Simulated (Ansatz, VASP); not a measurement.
## K: VASP beside Ansatz

File INCAR:

```
SYSTEM = K
PREC = Accurate
ENCUT = 520
EDIFF = 1E-7
ISMEAR = -1
SIGMA = 0.05
LREAL = .False.
LASPH = .True.
NELM = 100
ALGO = Normal
ISIF = 2
LWAVE = .False.
LCHARG = .False.
GGA = PE
NBANDS = 10
```

The input KPOINTS:

```
Automatic mesh
0
Gamma
  3 3 6
  0 0 0
```

File POSCAR:

```
K
1.0
    9.8738416173      0.0000000000      0.0000000000
    0.0000000000      9.8738416173      0.0000000000
    0.0000000000      0.0000000000      4.2363164498
K
1
Direct
    0.0000000000      0.0000000000      0.0000000000
```

input.yaml

```yaml
crystal:
  lattice:
    - [9.8738416173, 0.0, 0.0]
    - [0.0, 9.8738416173, 0.0]
    - [0.0, 0.0, 4.2363164498]
  atoms:
    - { symbol: K, position: [0.0, 0.0, 0.0] }
hamiltonian:
  xc: pbe
  pseudopotentials: { kind: paw }
kpoints:
  mp_grid: { grid: [3, 3, 6] }
scf:
  occupations: { method: fermi_dirac, width: 0.05 }
output:
  forces: true
  stress: true
  eigenvalues: true
```

Change from the starting cell: volume scaled by 0.94.

Alike in both runs: task single point; functional PBE; k mesh 3 × 3 × 6; occupations fermi-dirac, width 0.05 eV; no spin polarisation.

|  | VASP | Ansatz |
| --- | --- | --- |
| version | VASP 6.6.1 | Ansatz 0.2.0 |
| potentials or method | VASP PAW PBE potentials, release 64 (K_sv) | Ansatz PAW |
| plane-wave cutoff (eV) | 520 | 420 |
| valence electrons in the cell | 9 | 9 |

```csv
,VASP,Ansatz,Ansatz less VASP
gap on the k mesh at the Fermi level (eV),none,none,-
pressure (GPa),0.0,0.0,0.00
```

A gap of «none» marks a metal or a gap that the smearing closes. With one functional, cell and mesh, what is left measures potentials, basis and numerics.
